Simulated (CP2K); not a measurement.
Crystal: Nb.

```xyz
1
Lattice="2.7196 0.0000 0.0000 0.0000 2.7196 0.0000 0.0000 0.0000 2.7196" Properties=species:S:1:pos:R:3 pbc="T T T"
Nb    1.3598    1.3598    1.3598
```

The cell was built by a generator and needn't be a form met in nature.

Base run:

| Property | Result |
| --- | --- |
| Program | CP2K 2026.2 |
| Functional | BLYP |
| Dispersion | D3(BJ) |
| Potentials or basis | GTH_POTENTIALS Nb GTH-PBE-q13; TZVP-MOLOPT-PBE-GTH basis |
| Density cutoff | 6123 eV |
| k mesh | 10 × 10 × 10 |
| Occupations | fermi-dirac, width 0.05 eV |
| Spin | no spin polarisation |

Its results: band gap on the k mesh none (metal or under the smearing width); pressure -6.0 GPa.

Q: The run is repeated on the same cell with these changes: dispersion from D3(BJ) to D3. What comes out?

A: Band gap on the k mesh none (metal or under the smearing width); pressure 0.8 GPa.

Caveats: the potentials were made for another functional, which shifts forces and pressure; the basis of atomic orbitals isn't converged, which shifts pressures, moduli and gaps; pairwise dispersion overbinds metals, which lowers pressure and volume.

Not every run made on this cell is shown here.
